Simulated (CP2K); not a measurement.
Se:

```
Se
1.0
     4.36620    0.00000    0.00000
    -2.18310    3.78124    0.00000
     0.00000    0.00000    4.95360
Se
3
Direct
  0.77460 0.77460 0.00000
  0.00000 0.22540 0.66667
  0.22540 0.00000 0.33333
```

Base run:

```yaml
Program: CP2K 2026.2
Functional: r2SCAN
Potentials_or_basis: GTH_POTENTIALS Se GTH-PBE-q6; DZVP-MOLOPT-SR-GTH basis
Density_cutoff: 9184 eV
k_mesh: 7 × 7 × 6
Occupations: fermi-dirac, width 0.05 eV
Spin: no spin polarisation
```

Its results: band gap on the k mesh 1.40 eV, indirect (least direct gap 1.65 eV); pressure 2.5 GPa; largest force 0.429 eV/Å.

Q: The run is repeated on the same cell with these changes: functional from r2SCAN to PBE; density cutoff from 9184 eV to 6123 eV; cutoff of the grids from 675 Ry to 450 Ry. What comes out?

A: Band gap on the k mesh 1.21 eV, indirect (least direct gap 1.47 eV); pressure 3.6 GPa; largest force 0.609 eV/Å.

Caveats: the mesh misses the band edges, which the band path finds closer together; the basis of atomic orbitals isn't converged, which shifts pressures, moduli and gaps; the potentials were made for another functional, which shifts forces and pressure (some runs).
